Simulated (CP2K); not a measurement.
The system is NaCl.

```
Cl Na
1.0
     3.50219    0.00000    0.00000
     0.00000    3.50219    0.00000
     0.00000    0.00000    3.50219
Cl Na
1 1
Direct
  0.50000 0.50000 0.50000
  0.00000 0.00000 0.00000
```

Measurements of this composition are mostly on another form, of space group No. 225.

Base run:

| Quantity | Value |
| --- | --- |
| Program | CP2K 2026.2 |
| Functional | BEEF-vdW |
| Potentials or basis | POTENTIAL_UZH Cl GTH-PBE-q7, Na GTH-PBE-q9; TZVP-MOLOPT-PBE-GTH basis |
| Density cutoff | 19048 eV |
| k mesh | 8 × 8 × 8 |
| Occupations | fermi-dirac, width 0.05 eV |
| Spin | no spin polarisation |

Its results: band gap on the k mesh 4.10 eV, indirect (least direct gap 4.58 eV); pressure 0.3 GPa.

Question: The run is repeated on the same cell with these changes: functional from BEEF-vdW to SCAN. What comes out?

Answer: Band gap on the k mesh 4.64 eV, indirect (least direct gap 5.15 eV); pressure -1.4 GPa.

Caveats: the potentials were made for another functional, which shifts forces and pressure; the basis of atomic orbitals isn't converged, which shifts pressures, moduli and gaps.
